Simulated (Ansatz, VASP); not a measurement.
## ZnS in VASP and in Ansatz

File INCAR:

```
SYSTEM = ZnS
PREC = Accurate
ENCUT = 600
EDIFF = 1E-6
ISMEAR = -1
SIGMA = 0.05
LREAL = .FALSE.
LASPH = .TRUE.
NELM = 80
ALGO = Normal
ISIF = 3
LWAVE = .FALSE.
LCHARG = .FALSE.
GGA = PE
IVDW = 12
IBRION = 2
NSW = 40
EDIFFG = -0.005
```

KPOINTS

```
Automatic mesh
0
G
  9 9 9
  0 0 0
```

The input POSCAR:

```
ZnS
1.0
    0.0000000000      2.7020000000      2.7020000000
    2.7020000000      0.0000000000      2.7020000000
    2.7020000000      2.7020000000      0.0000000000
Zn S
1 1
Direct
    0.7500000000      0.7500000000      0.7500000000
    0.0000000000      0.0000000000      0.0000000000
```

The input input.yaml:

```yaml
crystal:
  lattice:
    - [0.0, 2.702, 2.702]
    - [2.702, 0.0, 2.702]
    - [2.702, 2.702, 0.0]
  atoms:
    - { symbol: Zn, position: [0.75, 0.75, 0.75] }
    - { symbol: S, position: [0.0, 0.0, 0.0] }
hamiltonian:
  xc: pbe
  pseudopotentials: { kind: paw }
  dispersion: d3bj
kpoints:
  mp_grid: { grid: [9, 9, 9] }
scf:
  occupations: { method: fermi_dirac, width: 0.05 }
output:
  forces: true
  stress: true
relax:
  f_tol: 0.01
  max_steps: 40
  cell: { stress_tol: 0.05 }
```

Alike in both runs: task relaxation of cell and atoms; functional PBE; dispersion D3(BJ); k mesh 9 × 9 × 9; occupations fermi-dirac, width 0.05 eV; no spin polarisation.

|  | VASP | Ansatz |
| --- | --- | --- |
| version | VASP 6.6.1 | Ansatz 0.2.0 |
| potentials or method | VASP PAW PBE potentials, release 64 (Zn, S) | Ansatz PAW |
| plane-wave cutoff (eV) | 600 | 420 |
| valence electrons in the cell | 18 | 18 |

VASP gave:

| Property | Result |
| --- | --- |
| relaxed volume (Å³/atom) | 19.47 |
| relaxed cell length with the largest relative difference (Å) | 3.805 |
| energy change over the relaxation (meV/atom) | -1 |

Q: Estimate Ansatz's values.

A: Relaxed volume (Å³/atom): 19.41; relaxed cell length with the largest relative difference (Å): 3.801; energy change over the relaxation (meV/atom): -1.

Caveats: odd divisions of the mesh miss points on the zone boundary, where band edges often lie, so the gap on the mesh can be too wide (Ansatz); the plane-wave basis is chosen anew once the cell has moved, so the energies of steps on either side of that aren't comparable (Ansatz). PBE gaps usually lie below the measured ones, often by a third to a half.
